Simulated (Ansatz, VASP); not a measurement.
**BN: VASP beside Ansatz**

```
B N
1.0
     2.45296    0.00000    0.00000
     0.00000    2.56784    0.00000
     0.00000    0.00000    6.00668
B N
3 3
Cartesian
  1.2265 1.2839 1.0124
  1.2265 1.2839 4.9943
  0.0000 0.0000 3.0033
  1.2265 0.0000 1.8860
  0.0000 1.2839 0.0000
  1.2265 0.0000 4.1207
```

Alike in both runs: functional PBE; k mesh 16 × 14 × 6; occupations gaussian, width 0.1 eV; no spin polarisation.

Ansatz relaxed the structure, and its values are those at the end. VASP's run is a single point on that final structure, the one shown.

|  | VASP | Ansatz |
| --- | --- | --- |
| version | VASP 6.6.1 | Ansatz 0.2.0 |
| potentials or method | VASP PAW PBE potentials, release 64 (B, N) | scalar-relativistic, plane waves, PAW |
| plane-wave cutoff (eV) | 520 | 420 |
| valence electrons in the cell | 24 | 24 |

VASP gave:

```
gap on the k mesh at the Fermi level (eV) : none
pressure (GPa)                            : 0.1
```

Question: Estimate Ansatz's values.

Answer: gap on the k mesh at the Fermi level (eV): none; pressure (GPa): 0.0.

A gap of «none» marks a metal or a gap that the smearing closes.
